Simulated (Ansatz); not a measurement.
Crystal: TiTe2.

```
Te Ti
1.0
     3.77700    0.00000    0.00000
    -1.88850    3.27098    0.00000
     0.00000    0.00000    6.49800
Te Ti
2 1
Direct
  0.33333 0.66667 0.73720
  0.66667 0.33333 0.26280
  0.00000 0.00000 0.00000
```

| Property | Result |
| --- | --- |
| Program | Ansatz 0.2.0 |
| Task | relaxation of cell and atoms |
| Functional | PBE |
| Dispersion | D4 |
| Potentials or basis | Ansatz PAW |
| Cutoff | 420 eV (not typed: the program's choice for these potentials) |
| k mesh | 8 × 8 × 4 |
| Occupations | fermi-dirac, width 0.05 eV |
| Spin | no spin polarisation |

At the start: volume 26.76 Å³/atom.

**Question.** How do energy, volume and symmetry change on relaxing?

**Answer.** It ends after 5 steps and the volume is 25.71 Å³/atom (-3.9 %); space group P-3m1 (No. 164, to 0.05 Å).

Step by step:
```tsv
step	energy change (eV)	largest force (eV/Å)	volume (Å³)
1	0.0000	0.0022	80.28
2	-0.0120	0.1516	77.46
3	-0.0147	0.0125	77.16
4	-0.0147	0.0000	77.14
5	-0.0142	0.0001	77.14
```

Final structure:
```
Te Ti
1.0
     3.72832    0.00000    0.00000
    -1.86416    3.22882    0.00000
     0.00000    0.00000    6.40786
Te Ti
2 1
Direct
  0.33333 0.66667 0.73175
  0.66667 0.33333 0.26825
  0.00000 0.00000 0.00000
```

Caveat: the plane-wave basis is chosen anew once the cell has moved, so the energies of steps on either side of that aren't comparable.
